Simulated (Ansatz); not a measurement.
Relaxed bulk CuO:

```cif
data_structure
_symmetry_space_group_name_H-M 'Cccm'
_symmetry_Int_Tables_number 66
_cell_length_a 4.0846
_cell_length_b 4.1011
_cell_length_c 5.0920
_cell_angle_alpha 90.000
_cell_angle_beta 90.000
_cell_angle_gamma 90.000
_cell_volume 85.30
loop_
_atom_site_label
_atom_site_type_symbol
_atom_site_symmetry_multiplicity
_atom_site_Wyckoff_symbol
_atom_site_fract_x
_atom_site_fract_y
_atom_site_fract_z
_atom_site_occupancy
Cu1 Cu 4 f 0.75000 0.25000 0.00000 1
O1 O 4 b 0.00000 0.50000 0.25000 1
```

Miller indices refer to the conventional cell of C2/c (No. 15), a = 4.101 Å, b = 4.085 Å, c = 5.092 Å, α = 90.00°, β = 90.01°, γ = 90.00°.

The (001) slab of 12 planes, 14.0 Å thick with 15 Å of vacuum as cut; outer planes Cu (top) and O (bottom).

These are results of DFT PBEsol, scalar-relativistic, plane waves, PAW in Ansatz, not measurements. Settings: cutoff 420 eV, Γ-centred mesh 12×12×1 on the computed 12-atom cell, Gaussian smearing of 0.10 eV; no spin polarisation. The cell repeats along c with a dipole correction in the vacuum.

Results for the relaxed slab:

```yaml
Surface_energy_mean_of_both_faces: 2.57 J/m²
Work_function: 4.68 eV (top), 8.24 eV (bottom)
Dipole_of_the_slab_along_+c_per_cell: 0.16 e·Å
```

Relaxation lowers the energy by 0.239 J/m² a face; the largest move is 0.173 Å.

| plane (bottom to top) | atoms | spacing to next, bulk (Å) | relaxed (Å) | change (%) |
| --- | --- | --- | --- | --- |
| 1 | O | 1.273 | 1.103 | -13.4 |
| 2 | Cu | 1.273 | 1.268 | -0.4 |
| 3 | O | 1.273 | 1.271 | -0.2 |
| 4 | Cu | 1.273 | 1.270 | -0.2 |
| 5 | O | 1.273 | 1.269 | -0.3 |
| 6 | Cu | 1.273 | 1.279 | +0.5 |
| 7 | O | 1.273 | 1.271 | -0.2 |
| 8 | Cu | 1.273 | 1.268 | -0.4 |
| 9 | O | 1.273 | 1.279 | +0.5 |
| 10 | Cu | 1.273 | 1.266 | -0.5 |
| 11 | O | 1.273 | 1.182 | -7.1 |
| 12 | Cu |  |  |  |

Spin polarisation was left out, and a magnetic state may lie lower.